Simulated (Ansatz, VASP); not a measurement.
One calculation of KF, two programs

```
K F
1.0
     0.00000    2.67350    2.67350
     2.67350    0.00000    2.67350
     2.67350    2.67350    0.00000
K F
1 1
Direct
  0.00000 0.00000 0.00000
  0.50000 0.50000 0.50000
```

Alike in both runs: task single point; functional LDA; k mesh 8 × 8 × 8; occupations gaussian, width 0.05 eV; no spin polarisation.

```csv
,VASP,Ansatz
version,VASP 6.6.1,Ansatz 0.2.0
potentials or method,"VASP PAW LDA potentials, release 64 (K_sv, F)","scalar-relativistic, plane waves, PAW"
plane-wave cutoff (eV),520,420
valence electrons in the cell,16,16
```

|  | VASP | Ansatz | Ansatz less VASP |
| --- | --- | --- | --- |
| gap on the k mesh at the Fermi level (eV) | 5.78 | 5.80 | +0.016 |
| least direct gap on the mesh (eV) | 5.78 | 5.80 | +0.016 |
| pressure (GPa) | -3.5 | -3.5 | -0.09 |

A k mesh can miss the band edges. Expect the measured gap to be larger: semilocal functionals such as LDA lack the derivative discontinuity.
